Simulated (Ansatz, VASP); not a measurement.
**Cs: VASP beside Ansatz**

File INCAR:

```
SYSTEM = Cs
  PREC = Accurate
  ENCUT = 520
  EDIFF = 1E-6
  ISMEAR = -1
  SIGMA = 0.1
  LREAL = .FALSE.
  LASPH = .TRUE.
  NELM = 100
  ALGO = Normal
  ISIF = 2
  LWAVE = .FALSE.
  LCHARG = .TRUE.
  GGA = CA
  LELF = .TRUE.
  LVHAR = .TRUE.
  NBANDS = 10
```

File KPOINTS:

```
regular mesh
0
G
  8 8 8
  0 0 0
```

The input POSCAR:

```
Cs
1.0
    4.1706235804      0.0000000000      0.0000000000
    0.0000000000      4.1706235804      0.0000000000
    0.0000000000      0.0000000000      4.1706235804
Cs
1
Direct
    0.0000000000      0.0000000000      0.0000000000
```

Input for Ansatz:

```yaml
crystal:
  lattice:
    - [4.1706235804, 0.0, 0.0]
    - [0.0, 4.1706235804, 0.0]
    - [0.0, 0.0, 4.1706235804]
  atoms:
    - { symbol: Cs, position: [0.0, 0.0, 0.0] }
kpoints:
  mp_grid: { grid: [8, 8, 8] }
scf:
  occupations: { method: fermi_dirac, width: 0.1 }
hamiltonian:
  xc: lda
  pseudopotentials: { kind: paw }
output:
  forces: true
  stress: true
  eigenvalues: true
  populations: true
  write_density: true
  write_potential: true
  elf: true
  volumetric_format: npy
```

Change from the starting cell: volume scaled by 0.7, PAW files.

Alike in both runs: task single point; functional LDA; k mesh 8 × 8 × 8; occupations fermi-dirac, width 0.1 eV; no spin polarisation.

```csv
,VASP,Ansatz
version,VASP 6.6.1,Ansatz 0.2.0
potentials or method,"VASP PAW LDA potentials, release 64 (Cs_sv)","PAW with Ansatz's default frozen-core files, scalar-relativistic"
plane-wave cutoff (eV),520,420
valence electrons in the cell,9,9
```

|  | VASP | Ansatz | Ansatz less VASP |
| --- | --- | --- | --- |
| pressure (GPa) | 0.8 | 0.8 | +0.02 |

Spin-orbit coupling is left out, which matters for the levels of Cs.
